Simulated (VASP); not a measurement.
# CdS (Fm-3m) in VASP: a series of runs, part 2 of 3

VASP 6.6.1. The steps go on from the part before.

### Step 3. Single point, PBEsol, spin-orbit coupling, no magnetisation

INCAR

```
  ALGO = Normal
  EDIFF = 1E-7
  ENCUT = 500
  GGA = PS
  GGA_COMPAT = False
  ISIF = 2
  ISMEAR = 0
  LASPH = True
  LCHARG = False
  LORBIT = 11
  LREAL = False
  LSORBIT = True
  LWAVE = False
  MAGMOM = 0 0 0 0 0 0
  NBANDS = 34
  NELM = 100
  PREC = Accurate
  SIGMA = 0.02
```

KPOINTS

```
k-points
0
Gamma
  7 7 7
```

POSCAR

```
CdS
1.0
    0.0000000000      2.7532440000      2.7532440000
    2.7532440000      0.0000000000      2.7532440000
    2.7532440000      2.7532440000      0.0000000000
Cd S
1 1
Direct
    0.0000000000      0.0000000000      0.0000000000
    0.5000000000      0.5000000000      0.5000000000
```

Potentials or basis: VASP PAW PBE potentials, release 64 (Cd, S).

Started as:

```bash
> cat potpaw_PBE.64/Cd/POTCAR potpaw_PBE.64/S/POTCAR > POTCAR
> mpirun -np 1 vasp_ncl > vasp.out
```

OUTCAR:

```text
EDIFF = 1E-7
   ENCUT = 500
   GGA = PS
   ISIF = 2
   ISMEAR = 0
   LASPH = True
   LORBIT = 11
   LREAL = False
   LSORBIT = True
   NELM = 100
   PREC = Accurate

 Found     20 irreducible k-points:

 Following reciprocal coordinates:
            Coordinates               Weight
  0.000000  0.000000  0.000000      1.000000
  0.142857  0.000000  0.000000      8.000000
  0.285714  0.000000  0.000000      8.000000
  0.428571  0.000000  0.000000      8.000000
  0.142857  0.142857  0.000000      6.000000
  0.285714  0.142857  0.000000     24.000000
   k-points           NKPTS =     20   k-points in BZ     NKDIM =     20   number of bands    NBANDS=     34
   number of dos      NEDOS =    301   number of ions     NIONS =      2
   total plane-waves  NPLWV =  21952
   dimension x,y,z NGX =    28 NGY =   28 NGZ =   28
   dimension x,y,z NGXF=    56 NGYF=   56 NGZF=   56
   ions per type =               1   1
   NGX,Y,Z   is equivalent  to a cutoff of  11.95, 11.95, 11.95 a.u.
   NGXF,Y,Z  is equivalent  to a cutoff of  23.91, 23.91, 23.91 a.u.
 SYSTEM =  unknown system
   PREC   = accura    normal or accurate (medium, high low for compatibility)
   ISTART =      0    job   : 0-new  1-cont  2-samecut
   ICHARG =      2    charge: 1-file 2-atom 10-const
   ISPIN  =      1    spin polarized calculation?
   LNONCOLLINEAR =      T non collinear calculations
   LSORBIT =      T    spin-orbit coupling
   LASPH  =      T    aspherical Exc in radial PAW
   ENCUT  =  500.0 eV  36.75 Ry    6.06 a.u.   7.10  7.10  7.10*2*pi/ulx,y,z
   NELM   =    100;   NELMIN=  2; NELMDL= -5     # of ELM steps
   EDIFF  = 0.1E-06   stopping-criterion for ELM
   LREAL  =      F    real-space projection
   EDIFFG = 0.1E-05   stopping-criterion for IOM
   NSW    =      0    number of steps for IOM
   IBRION =     -1    ionic relax: 0-MD 1-quasi-New 2-CG
   NFREE  =      0    steps in history (QN), initial steepest desc. (CG)
   ISIF   =      2    stress and relaxation
   ISYM   =      2    0-nonsym 1-usesym 2-fastsym
   POTIM  = 0.5000    time-step for ionic-motion
   TEBEG  =    0.0;   TEEND  =   0.0 temperature during run
   PSTRESS=    0.0 pullay stress
   NELECT =      18.0000    total number of electrons
   NUPDOWN=      -1.0000    fix difference up-down
   EMIN   =  10.00;   EMAX   =-10.00  energy-range for DOS
   EFERMI =   0.00;   METHOD = LEGACY
   ISMEAR =     0;   SIGMA  =   0.02  broadening in eV -4-tet -1-fermi 0-gaus
   EFERMI_NEDOS =   21; number of points for ismear=-14 and -15
   IALGO  =     38    algorithm
   IMIX   =      4    mixing-type and parameters
     AMIX     =   0.40;   BMIX     =  1.00
     AMIX_MAG =   1.60;   BMIX_MAG =  1.00
  volume/ion in A,a.u.               =      20.87       140.84
  Fermi-wavevector in a.u.,A,eV,Ry     =   1.236833  2.337275 20.813583  1.529755
  Thomas-Fermi vector in A             =   2.371425
   LORBIT       =     11    0 simple, 1 ext, 2 COOP (PROOUT), +10 PAW based schemes
   GGA     = PS    functional components
   LHFCALC =     F    Hartree Fock is set to
   AEXX    =    0.0000 exact exchange contribution
   IVDW    =     0    specifies the selected vdW correction
   LEPSILON=     F    determine dielectric tensor
   LRPA    =     F    only Hartree local field effects (RPA)
 Gauss-broadening in eV      SIGMA  =   0.02
  energy-cutoff  :      500.00
  volume of cell :       41.74
 maximum number of plane-waves:      2134
   NGX = 15   NGY = 15   NGZ = 15

 number of electron      18.0000000 magnetization       0.0000000      0.0000000      0.0000000

 number of electron      17.9999990 magnetization      -0.0000000      0.0000000     -0.0000000

 number of electron      17.9999990 magnetization       0.0000000     -0.0000000      0.0000000

 Free energy of the ion-electron system (eV)
  ---------------------------------------------------
  ext. energy  EPLUGINS =         0.00000000
  ---------------------------------------------------
  free energy    TOTEN  =        -6.64400038 eV

  energy without entropy =       -6.64400038  energy(sigma->0) =       -6.64400038

 E-fermi :   2.7680     XC(G=0): -10.5083

 val. band max:        2.6221700989   @ k =  -0.2857   0.1429   0.0000
 cond. band min:       3.0111720176   @ k =   0.4286   0.4286   0.0000
 fundamental gap:      0.3890019187
 Fermi energy:         2.7680308396

 k-point     1 :       0.0000    0.0000    0.0000
  band No.  band energies     occupation
      1     -10.0660      1.00000
      2     -10.0660      1.00000
      3      -5.3506      1.00000
      4      -5.3506      1.00000
      5      -5.3506      1.00000
      6      -5.3506      1.00000
[... 187 lines left out ...]
     29      14.7982      0.00000
     30      14.7982      0.00000

 [... further k-points ...]

 [bands above 30 left out]

------------------------ aborting loop because EDIFF is reached ----------------------------------------

  FORCE on cell =-STRESS in cart. coord.  units (eV):
  Direction    XX          YY          ZZ          XY          YZ          ZX
  --------------------------------------------------------------------------------------
  -------------------------------------------------------------------------------------
  Total       -1.0416004     -1.0416004     -1.0416004     -0.0000000      0.0000000     -0.0000000
  in kB      -39.9804434    -39.9804434    -39.9804434     -0.0000000      0.0000000     -0.0000000
  external PRESSURE =     -39.9804434 kB  Pullay stress =       0.0000000 kB

 VOLUME and BASIS-vectors are now :
 -----------------------------------------------------------------------------
  energy-cutoff  :      500.00
  volume of cell :       41.74
      direct lattice vectors                 reciprocal lattice vectors
     0.000000000  2.753244000  2.753244000    -0.181603955  0.181603955  0.181603955
     2.753244000  0.000000000  2.753244000     0.181603955 -0.181603955  0.181603955
     2.753244000  2.753244000  0.000000000     0.181603955  0.181603955 -0.181603955

 POSITION                                       TOTAL-FORCE (eV/Angst)
 -----------------------------------------------------------------------------------
      0.00000      0.00000      0.00000         0.000000      0.000000      0.000000
      2.75324      2.75324      2.75324        -0.000000     -0.000000     -0.000000
 -----------------------------------------------------------------------------------
    total drift:                               -0.000000      0.000000      0.000000

  FREE ENERGIE OF THE ION-ELECTRON SYSTEM (eV)
  ---------------------------------------------------
  free  energy   TOTEN  =        -6.6440003751 eV

  energy  without entropy=       -6.6440003751  energy(sigma->0) =       -6.64400038

 Spin-Orbit-Coupling matrix elements

 Ion:    1  E_soc:     -0.0527221
 l=   1
     0.0000000    -0.0019272    -0.0019272
    -0.0019272     0.0000000    -0.0019272
    -0.0019272    -0.0019272     0.0000000
 l=   2
     0.0000000    -0.0013889     0.0000000    -0.0013889    -0.0054709
    -0.0013889     0.0000000    -0.0041031    -0.0013889    -0.0013677
     0.0000000    -0.0041031     0.0000000    -0.0041031     0.0000000
    -0.0013889    -0.0013889    -0.0041031     0.0000000    -0.0013677
    -0.0054709    -0.0013677     0.0000000    -0.0013677     0.0000000
 l=   3
     0.0000000     0.0000000     0.0000000     0.0000000     0.0000000     0.0000000     0.0000000
     0.0000000     0.0000000     0.0000000     0.0000000     0.0000000     0.0000000     0.0000000
     0.0000000     0.0000000     0.0000000     0.0000000     0.0000000     0.0000000     0.0000000
     0.0000000     0.0000000     0.0000000     0.0000000     0.0000000     0.0000000     0.0000000
     0.0000000     0.0000000     0.0000000     0.0000000     0.0000000     0.0000000     0.0000000
     0.0000000     0.0000000     0.0000000     0.0000000     0.0000000     0.0000000     0.0000000
     0.0000000     0.0000000     0.0000000     0.0000000     0.0000000     0.0000000     0.0000000

 Ion:    2  E_soc:     -0.0020929
 l=   1
     0.0000000    -0.0003488    -0.0003488
    -0.0003488     0.0000000    -0.0003488
    -0.0003488    -0.0003488     0.0000000
 l=   2
     0.0000000     0.0000000     0.0000000     0.0000000     0.0000000
     0.0000000     0.0000000     0.0000000     0.0000000     0.0000000
     0.0000000     0.0000000     0.0000000     0.0000000     0.0000000
     0.0000000     0.0000000     0.0000000     0.0000000     0.0000000
     0.0000000     0.0000000     0.0000000     0.0000000     0.0000000
 l=   3
     0.0000000     0.0000000     0.0000000     0.0000000     0.0000000     0.0000000     0.0000000
     0.0000000     0.0000000     0.0000000     0.0000000     0.0000000     0.0000000     0.0000000
     0.0000000     0.0000000     0.0000000     0.0000000     0.0000000     0.0000000     0.0000000
     0.0000000     0.0000000     0.0000000     0.0000000     0.0000000     0.0000000     0.0000000
     0.0000000     0.0000000     0.0000000     0.0000000     0.0000000     0.0000000     0.0000000
     0.0000000     0.0000000     0.0000000     0.0000000     0.0000000     0.0000000     0.0000000
     0.0000000     0.0000000     0.0000000     0.0000000     0.0000000     0.0000000     0.0000000

 total charge

# of ion       s       p       d       tot
------------------------------------------
    1        0.377   0.244   9.577  10.198
    2        1.335   2.333   0.000   3.669
--------------------------------------------------
tot          1.712   2.577   9.577  13.866

 magnetization (x)

# of ion       s       p       d       tot
------------------------------------------
    1        0.000   0.000   0.000   0.000
    2        0.000  -0.000   0.000  -0.000
--------------------------------------------------
tot          0.000  -0.000   0.000  -0.000

 magnetization (y)

# of ion       s       p       d       tot
------------------------------------------
    1        0.000  -0.000   0.000  -0.000
    2        0.000   0.000   0.000   0.000
--------------------------------------------------
tot          0.000  -0.000   0.000  -0.000

 magnetization (z)

# of ion       s       p       d       tot
------------------------------------------
    1        0.000   0.000   0.000   0.000
    2        0.000  -0.000   0.000  -0.000
--------------------------------------------------
tot          0.000  -0.000   0.000  -0.000
```

OSZICAR:

```text
N       E                     dE             d eps       ncg     rms          rms(c)
DAV:   1     0.126834962000E+03    0.12683E+03   -0.86140E+03  1400   0.970E+02
DAV:   2    -0.605189558479E+00   -0.12744E+03   -0.11870E+03  1504   0.267E+02
DAV:   3    -0.713267870236E+01   -0.65275E+01   -0.64763E+01  1598   0.627E+01
DAV:   4    -0.717732781353E+01   -0.44649E-01   -0.44623E-01  1586   0.510E+00
DAV:   5    -0.717772705939E+01   -0.39925E-03   -0.39922E-03  1588   0.478E-01    0.699E+00
DAV:   6    -0.666843561739E+01    0.50929E+00   -0.66474E-01  1808   0.115E+01    0.590E+00
DAV:   7    -0.664792683457E+01    0.20509E-01   -0.17830E-01  1556   0.289E+00    0.307E+00
DAV:   8    -0.664449902936E+01    0.34278E-02   -0.18661E-02  1514   0.159E+00    0.337E-01
DAV:   9    -0.664395592027E+01    0.54311E-03   -0.14120E-03  1616   0.536E-01    0.182E-01
DAV:  10    -0.664399030381E+01   -0.34384E-04   -0.24016E-04  1550   0.119E-01    0.507E-02
DAV:  11    -0.664400384305E+01   -0.13539E-04   -0.92634E-05  1612   0.113E-01    0.268E-02
DAV:  12    -0.664400025691E+01    0.35861E-05   -0.15808E-05  1538   0.438E-02    0.535E-03
DAV:  13    -0.664400038289E+01   -0.12598E-06   -0.16646E-06  1460   0.966E-03    0.336E-03
DAV:  14    -0.664400037510E+01    0.77869E-08   -0.77072E-09   852   0.780E-04
   1 F= -.66440004E+01 E0= -.66440004E+01  d E =-.627983E-26  mag=     0.0000    -0.0000     0.0000
```

stdout:

```text
POSCAR found type information on POSCAR CdS
 POSCAR found :  2 types and       2 ions
 scaLAPACK will be used
 -----------------------------------------------------------------------------
|                                                                             |
|                                                                             |
|     You enforced a specific xc type in the INCAR file but a different       |
|     I HOPE YOU KNOW WHAT YOU ARE DOING!                                     |
|                                                                             |
 -----------------------------------------------------------------------------

 LDA part: xc-table for (Slater+PW92), standard interpolation
 POSCAR, INCAR and KPOINTS ok, starting setup
 FFT: planning ... GRIDC
 FFT: planning ... GRID_SOFT
 FFT: planning ... GRID
 WAVECAR not read
 entering main loop
```

It took 27 s on 1 thread of Intel Xeon 6975P-C (Granite Rapids), shared host; peak memory 0.25 GiB.

The run converged, but some of its settings lie outside the range that counts as converged, so its numbers aren't taken as properties of the crystal.

What came out:

| Property | Result |
| --- | --- |
| Free energy | -6.6440 eV |
| Pressure | -4.0 GPa |
| Valence electrons inside the program's atomic spheres | Cd 10.20; S 3.67 |

Caveat: the PAW data sets were made with another functional, which shifts forces and pressure a little.

[end of part 2 of 3]
